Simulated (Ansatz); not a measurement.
# Ti6H: the cost of one run

Program: Ansatz 0.2.0. Level of theory: DFT PBE, scalar-relativistic, plane waves, PAW. These are calculated values, not measurements.

7 further runs of the same task are left out: 7 set aside as unsound or not needed.

**1. The system as given**

Symmetry: Pm, No. 6, monoclinic system. The conventional cell has a = 4.651 Å, b = 5.877 Å, c = 23.785 Å, α = 90.00°, β = 90.00°, γ = 90.00°. Around Ti (site symmetry m) lie 8 Ti at 2.88 to 2.94 Å. Ti (site symmetry 1) is surrounded by 10 Ti at 2.88 to 2.94 Å. Around Ti (site symmetry 1) lie 12 Ti at 2.85 to 2.94 Å. Ti (site symmetry m) is surrounded by 12 Ti at 2.83 to 2.94 Å and 2 H at 2.99 Å. Ti (site symmetry m) has 12 Ti at 2.83 to 2.94 Å as nearest neighbours. Ti (site symmetry m) has 2 H at 2.03 Å as nearest neighbours. Ti (site symmetry m) is surrounded by 10 Ti at 2.83 to 2.94 Å and 2 H at 3.25 Å. Only part of the 10 independent sites is listed.

Coordinates:

```
Ti H
1.0
     5.87692    0.00000    0.00000
     0.00000    4.65063    0.00000
     0.00000    0.00000   23.78478
Ti H
12 2
Direct
  0.00000 0.75000 0.16817
  0.50000 0.75000 0.16817
  0.25000 0.25000 0.20384
  0.75000 0.25000 0.20384
  0.25000 0.75000 0.27517
  0.75000 0.75000 0.27517
  0.00000 0.25000 0.30976
  0.50000 0.25000 0.30976
  0.00000 0.75000 0.37771
  0.50000 0.75000 0.37771
  0.25000 0.25000 0.41139
  0.75000 0.25000 0.41139
  0.93619 0.08333 0.43031
  0.06381 0.08333 0.43031
```

This is the geometry of the first run shown, built on a cell relaxed beforehand with the same method.

**2. The scan**

Atoms count from 1 in the order of the input.

H2 lies flat over one site of a rigid substrate while its bond length and height are varied.

- distance H13-H14: 8 values from 0.650 to 2.650 Å
- height of the H2 axis above the plane of Ti11: 9 values from 0.45 to 3.60 Å

Nothing else is relaxed. Points are written as (first, second).

**3. The run at (0.750 Å, 0.45 Å)**

The cell repeats along c, and a dipole correction in the vacuum removes the field between the copies.

input.yaml

```yaml
crystal:
  lattice:
    - [5.8769161223, 0.0, 0.0]
    - [0.0, 4.6506340147, 0.0]
    - [0.0, 0.0, 23.7847847679]
  atoms:
    - { symbol: Ti, position: [0.0, 0.75, 0.1681747402] }
    - { symbol: Ti, position: [0.5, 0.75, 0.1681747402] }
    - { symbol: Ti, position: [0.25, 0.25, 0.2038387071] }
    - { symbol: Ti, position: [0.75, 0.25, 0.2038387071] }
    - { symbol: Ti, position: [0.25, 0.75, 0.2751666409] }
    - { symbol: Ti, position: [0.75, 0.75, 0.2751666409] }
    - { symbol: Ti, position: [0.0, 0.25, 0.3097550702] }
    - { symbol: Ti, position: [0.5, 0.25, 0.3097550702] }
    - { symbol: Ti, position: [0.0, 0.75, 0.3777137495] }
    - { symbol: Ti, position: [0.5, 0.75, 0.3777137495] }
    - { symbol: Ti, position: [0.25, 0.25, 0.4113884092] }
    - { symbol: Ti, position: [0.75, 0.25, 0.4113884092] }
    - { symbol: H, position: [-0.063808976, 0.0833333333, 0.4303080674] }
    - { symbol: H, position: [0.063808976, 0.0833333333, 0.4303080674] }
basis:
  ecutwfc: 420
kpoints:
  mp_grid: { grid: [5, 6, 1] }
hamiltonian:
  xc: pbe
scf:
  occupations: { method: gaussian, width: 0.1 }
output:
  forces: true
  eigenvalues: true
efield:
  axis: 3
  dipole_correction: true
  ramp_width: 0.04
```

Run with:

```sh
ansatz run input.yaml --threads 4 --pin off --max-ram 12288MiB --backend cpu --events-out ev --progress --plain --runs-dir out
```

Q: Estimate wall time and peak memory on 4 threads of Arm Neoverse V1, shared host.

About 19 s, with a peak of 1.5 GiB.
